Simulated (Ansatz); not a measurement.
# SnS (Pnma): relaxation of cell and ions from a Python script

A script is to give a relaxation of cell and ions; the system is SnS (Pnma).

All numbers are computed with the Python package of Ansatz 0.2.0. Level of theory: DFT PBE, plane waves, PAW.

## Step 1: The system

The structure is orthorhombic, space group Pnma (No. 62). Conventional cell: a = 11.200 Å, b = 3.987 Å, c = 4.334 Å, α = 90.00°, β = 90.00°, γ = 90.00°. Sn (site symmetry m) is surrounded by 3 S at 2.63 to 2.67 Å. S (site symmetry m) has 3 Sn at 2.63 to 2.67 Å as nearest neighbours.

No structure file is read: the coordinates are typed or built in the script.

## Step 2: The code

sns.py

```python
import warnings

import ansatz as az
from ase import Atoms
from ase.io import write
from ase.neighborlist import neighbor_list
import numpy as np
from pymatgen.core import Lattice, Structure
from pymatgen.io.ase import AseAtomsAdaptor

def edges_and_angles(cell):
    cell = np.asarray(cell)
    a, b, c = np.linalg.norm(cell, axis=1)
    cosines = cell[1] @ cell[2] / (b * c), cell[0] @ cell[2] / (a * c), cell[0] @ cell[1] / (a * b)
    return (a, b, c, *np.degrees(np.arccos(cosines)))

warnings.simplefilter('ignore', az.DeckWarning)

pmg_structure = Structure(
    Lattice([(11.2, 0.0, 0.0), (0.0, 3.987, 0.0), (0.0, 0.0, 4.334)]),
    ['Sn', 'Sn', 'Sn', 'Sn', 'S', 'S', 'S', 'S'],
    [
        (0.1194, 0.25, 0.1198),
        (0.3806, 0.75, 0.6198),
        (0.6194, 0.25, 0.3802),
        (0.8806, 0.75, 0.8802),
        (0.8508, 0.25, 0.4793),
        (0.6492, 0.75, 0.9793),
        (0.3508, 0.25, 0.0207),
        (0.1492, 0.75, 0.5207),
    ],
)
cell = az.Crystal.from_ase(AseAtomsAdaptor.get_atoms(pmg_structure))

base = (
    cell.calculation()
    .functional(az.Functional.PBE)
    .basis(630, density_ratio=4)
    .kpoints(2, 4, 4, center='gamma')
    .occupations('fixed')
    .scf(lower_state_search='off')
    .relax(max_steps=60, max_displacement=0.1, fix_cell=['a', 'angles'])
)
steps = []


def collect(event):
    if event['event'] == 'relax_step':
        steps.append(event['data'])


res = base.session().plan().execute(on_event=collect)
data = res.report
for s in steps:
    flag = '' if s['accepted'] else '  (rejected)'
    print('step %2d  E = %.5f eV  largest force component = %.4f eV/A%s' % (s['step'], s['lagrangian_ev'], s['allowed_force_max_ev_ang'], flag))

first, last = steps[0], steps[-1]
symbols = [site.symbol for site in res.lattice.sites]
print(f'energy gained {first["lagrangian_ev"] - last["lagrangian_ev"]:.4f} eV in {len(steps) - 1} steps')
for label, vectors in (('before', first['cell_ang']), ('after', res.lattice.cell_ang)):
    print(label, 'a b c (A) {:.4f} {:.4f} {:.4f}  angles {:.2f} {:.2f} {:.2f}'.format(*edges_and_angles(vectors)), f' V = {abs(np.linalg.det(vectors)):.3f} A^3')
print('final stress xx yy zz (GPa, compression positive):', np.round(np.diag(data['stress_gpa']), 3) + 0.0)

change = np.array(last['positions_ang']) @ np.linalg.inv(last['cell_ang']) - np.array(first['positions_ang']) @ np.linalg.inv(first['cell_ang'])
moved = np.linalg.norm(change @ np.array(last['cell_ang']), axis=1)
print('displacement within the cell, strain taken out (A):', ' '.join(f'{s}:{d:.3f}' for s, d in zip(symbols, moved)))

print('atom   start x y z (A)              end x y z (A)')
for symbol, a, b in zip(symbols, first['positions_ang'], last['positions_ang']):
    print(f'{symbol:3s}', ' '.join(f'{v:8.4f}' for v in a), '  ', ' '.join(f'{v:8.4f}' for v in b))

final = Atoms(symbols, positions=last['positions_ang'], cell=res.lattice.cell_ang, pbc=True)
i, j, d = neighbor_list('ijd', final, 4.5)
print('neighbours within 1.15 times the shortest distance of each atom (A)')
for atom in range(len(final)):
    near = [m for m in np.argsort(d) if i[m] == atom]
    shell = [m for m in near if d[m] < 1.15 * d[near[0]]]
    print(f'{symbols[atom]}{atom} ({len(shell)}):', ', '.join(f'{symbols[j[m]]} {d[m]:.3f}' for m in shell))

relaxed = Atoms(symbols, positions=[site.position_ang for site in res.lattice.sites], cell=res.lattice.cell_ang, pbc=True)
write('relaxed.vasp', relaxed, format='vasp')

for key in ('converged', 'n_iterations', 'n_electrons', 'n_kpoints', 'n_pw', 'n_symmetry_ops', 'free_energy_ev', 'fermi_energy_ev'):
    print(f'{key:18s} {data[key]}')
```

## Step 3: The run

Command:

```bash
> python sns.py
```

The program printed:

```text
step  1  E = -27708.70144 eV  largest force component = 0.1109 eV/A
step  2  E = -27708.70769 eV  largest force component = 0.1239 eV/A
step  3  E = -27708.74765 eV  largest force component = 0.0235 eV/A
step  4  E = -27708.74906 eV  largest force component = 0.0163 eV/A
step  5  E = -27708.74935 eV  largest force component = 0.0075 eV/A
step  6  E = -27708.74941 eV  largest force component = 0.0010 eV/A
step  7  E = -27708.74948 eV  largest force component = 0.0010 eV/A
energy gained 0.0480 eV in 6 steps
before a b c (A) 11.2000 3.9870 4.3340  angles 90.00 90.00 90.00  V = 193.532 A^3
after a b c (A) 11.2000 4.0505 4.4491  angles 90.00 90.00 90.00  V = 201.833 A^3
final stress xx yy zz (GPa, compression positive): [1.196e+00 1.000e-03 5.000e-03]
displacement within the cell, strain taken out (A): Sn:0.044 Sn:0.044 Sn:0.044 Sn:0.044 S:0.019 S:0.019 S:0.019 S:0.019
atom   start x y z (A)              end x y z (A)
Sn    1.3373   0.9968   0.5192      1.3419   1.0126   0.5766
Sn    4.2627   2.9903   2.6862      4.2581   3.0379   2.8012
Sn    6.9373   0.9968   1.6478      6.9419   1.0126   1.6479
Sn    9.8627   2.9903   3.8148      9.8581   3.0379   3.8724
S     9.5290   0.9968   2.0773      9.5470   1.0126   2.1395
S     7.2710   2.9903   4.2443      7.2530   3.0379   4.3640
S     3.9290   0.9968   0.0897      3.9470   1.0126   0.0851
S     1.6710   2.9903   2.2567      1.6530   3.0379   2.3096
neighbours within 1.15 times the shortest distance of each atom (A)
Sn0 (3): S 2.651, S 2.684, S 2.684
Sn1 (3): S 2.651, S 2.684, S 2.684
Sn2 (3): S 2.651, S 2.684, S 2.684
Sn3 (3): S 2.651, S 2.684, S 2.684
S4 (3): Sn 2.651, Sn 2.684, Sn 2.684
S5 (3): Sn 2.651, Sn 2.684, Sn 2.684
S6 (3): Sn 2.651, Sn 2.684, Sn 2.684
S7 (3): Sn 2.651, Sn 2.684, Sn 2.684
converged          True
n_iterations       5
n_electrons        80.0
n_kpoints          18
n_pw               7259
n_symmetry_ops     8
free_energy_ev     -27708.74948384378
fermi_energy_ev    7.502706422111684
```

Wall time 84 s (1 thread of Arm Neoverse V2, shared host); peak memory 0.77 GiB.

relaxed.vasp, as written:

```text
Sn S
 1.0000000000000000
    11.1999999999999993    0.0000000000000000    0.0000000000000000
     0.0000000000000000    4.0504689237207057    0.0000000000000000
     0.0000000000000000    0.0000000000000000    4.4490657196939507
 Sn  S
   4   4
Cartesian
  1.3418512192671492  1.0126172309301764  0.5766188725639989
  4.2581487807328502  3.0378516927905288  2.8011517324109740
  6.9418512192671491  1.0126172309301764  1.6479139872829762
  9.8581487807328507  3.0378516927905288  3.8724468471299520
  9.5469940354013261  1.0126172309301764  2.1394704828630542
  7.2530059645986711  3.0378516927905288  4.3640033427100287
  3.9469940354013260  1.0126172309301764  0.0850623769839211
  1.6530059645986728  3.0378516927905288  2.3095952368308965
```

Lines on the test bed's own set-up are left out of the output.

## Step 4: What the engine kept of the run

The report of the run holds:

```
                                                                  item         value
                                                     SCF cycles in all            38
                                                       k-points solved            18
                                                           plane waves          7259
                                                                 bands            48
                                                     valence electrons            80
                                                      free energy (eV)  -27708.74948
                                                      Fermi level (eV)         7.503
lowest empty less highest filled level on the mesh, by band count (eV)         1.400
                              pressure (GPa; positive when compressed)          0.40
```

## Step 5: Path of the relaxation

Step by step:

| step | E - E(step 1) (eV/cell) | largest force component (eV/Å) | pressure (GPa) | volume (Å³) |
| --- | --- | --- | --- | --- |
| 1 | 0.0000 | 0.1109 | 2.31 | 193.53 |
| 2 | -0.0063 | 0.1239 | -0.84 | 208.58 |
| 3 | -0.0462 | 0.0235 | 0.33 | 202.19 |
| 4 | -0.0476 | 0.0163 | 0.38 | 202.27 |
| 5 | -0.0479 | 0.0075 | 0.35 | 201.96 |
| 6 | -0.0480 | 0.0010 | 0.40 | 201.83 |
| 7 | -0.0480 | 0.0010 | 0.40 | 201.83 |

Step 1 is the start. Step 7 repeats the geometry before it on a plane-wave basis chosen anew for that cell, so its energy need not be comparable with the rows above.

|  | before | after | change |
| --- | --- | --- | --- |
| a (Å) | 11.200 | 11.200 | 0.0 % |
| b (Å) | 3.987 | 4.050 | +1.6 % |
| c (Å) | 4.334 | 4.449 | +2.7 % |
| volume (Å³/atom) | 24.19 | 25.23 | +4.3 % |
| shortest distance (Å) | 2.627 | 2.651 | +0.9 % |
| space group (0.01 Å) | Pnma | Pnma | same |

The run keeps the 8 symmetry operations of the start, so it could not have lowered the symmetry.

## Step 6: Summary of results

| quantity | value |
| --- | --- |
| free energy | -27708.7495 eV (-3463.5937 eV/atom) |
| moves of the relaxation | 5 |
| energy gained (ahead of the last change of basis) | 6.0 meV/atom |
| last largest force component | 0.0010 eV/Å |
| relaxed conventional cell | a = 11.200 Å, b = 4.050 Å, c = 4.449 Å, α = 90.00°, β = 90.00°, γ = 90.00° |
| space group at the end | Pnma |

**Reading.** The volume grew by 4.3 % over 5 moves, and the space group stayed Pnma. Reading the output:
- Part of the cell is held or a pressure is applied, so the end point needn't be the zero-pressure lattice.
- With fixed filling the reported Fermi level is the top filled level among the k-points of the SCF.
- The zero of the levels is a convention of the potentials, so an absolute Fermi energy is no work function.
- Energies along a relaxation are free energies. Rows at an unchanged volume are solved on a plane-wave basis chosen afresh for that cell, so the energy jumps there and such rows are no steps of the walk.
